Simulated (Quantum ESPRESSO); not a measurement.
The system is SnTe.

```
Te Sn
1.0
     3.90470    0.00000    0.00000
     0.00000    3.90470    0.00000
     0.00000    0.00000    3.90470
Te Sn
1 1
Direct
  0.50000 0.50000 0.50000
  0.00000 0.00000 0.00000
```

Measurements of this composition are mostly on another form, of space group No. 225.

| Item | Value |
| --- | --- |
| Program | Quantum ESPRESSO 7.5 |
| Task | single point |
| Functional | PBE |
| Potentials or basis | SSSP 1.3 efficiency PBE |
| Cutoff | 816 eV |
| Density cutoff | 6531 eV |
| k mesh | 7 × 7 × 7 |
| Occupations | fermi-dirac, width 0.05 eV |
| Spin | no spin polarisation |

On this cell: pressure -1.2 GPa; largest force zero by symmetry; band gap on the k mesh none (metal or under the smearing width).

The same run follows on a disturbed copy (atoms moved at random, drawn with an rms of 0.05 Å):

```
Te Sn
1.0
     3.90470    0.00000    0.00000
     0.00000    3.90470    0.00000
     0.00000    0.00000    3.90470
Te Sn
1 1
Direct
  0.48711 0.50165 0.49645
  0.01226 0.00751 0.00919
```

Q: What changes?

A: The energy (extrapolated to zero smearing) moves by -1.4 meV/atom; pressure -1.0 GPa; largest force 0.050 eV/Å; band gap on the k mesh none (metal or under the smearing width).

Forces in eV/Å, atoms in the order of the input:
```
Te  -0.045 -0.009 -0.020
Sn   0.045  0.009  0.020
```

Stress tensor (GPa, compression positive):
```
-0.99  0.04  0.08
 0.04 -0.96  0.02
 0.08  0.02 -0.97
```

The energy falls, though the first cell shows no forces: that form is unstable against this distortion, unless noise or another electronic state is at work.
